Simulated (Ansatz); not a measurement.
Starting cell, CsI (CsCl type):

```
CELL_PARAMETERS angstrom
      9.01499     0.00000     0.00000
      0.00000     4.50750     0.00000
      0.00000     0.00000     4.50750
ATOMIC_POSITIONS crystal
  Cs 0.00000 0.00000 0.00000
  Cs 0.50000 0.00000 0.00000
  I  0.25000 0.50000 0.50000
  I  0.75000 0.50000 0.50000
```

In each cell atom 3 (I, nearest neighbour Cs at 3.904 Å; its periodic images, 4.5 Å or more away, move with it) moves by s·(-0.577, -0.577, -0.577) (towards the nearest neighbour), the rest being held.

The numbers are results of PBEsol (plane waves to 420 eV, PAW, scalar-relativistic; Ansatz, an electronic-structure program), not measurements. k mesh 3×6×6 (Γ-centred), Fermi-Dirac smearing 0.05 eV. The energy includes the smearing's −TS. CsI was relaxed with its symmetry unable to fall. Spin-orbit coupling is left out, though I is heavy. ΔE is measured from the undisplaced structure.

The scan covers s from -0.780 to 0.780 Å in 11 points.

### Question
Is the energy the same for equal positive and negative displacements?

### Answer
Even: the same for both signs. With its periodic images moving along, the atom's site symmetry in this cell is 4/mmm.

### Question
What is the energy change at s = 0.780 Å?

### Answer
501 meV/cell.

### Question
What force acts on the atom along the line at s = -0.780 Å?

### Answer
1.82 eV/Å.

### Question
What is the force constant k = d²E/ds² of this move at s = 0?

### Answer
1.05 eV/Å².

(For displaced atoms, the force is minus the slope of the energy, and its curvature is a force constant, which sets phonon frequencies.)
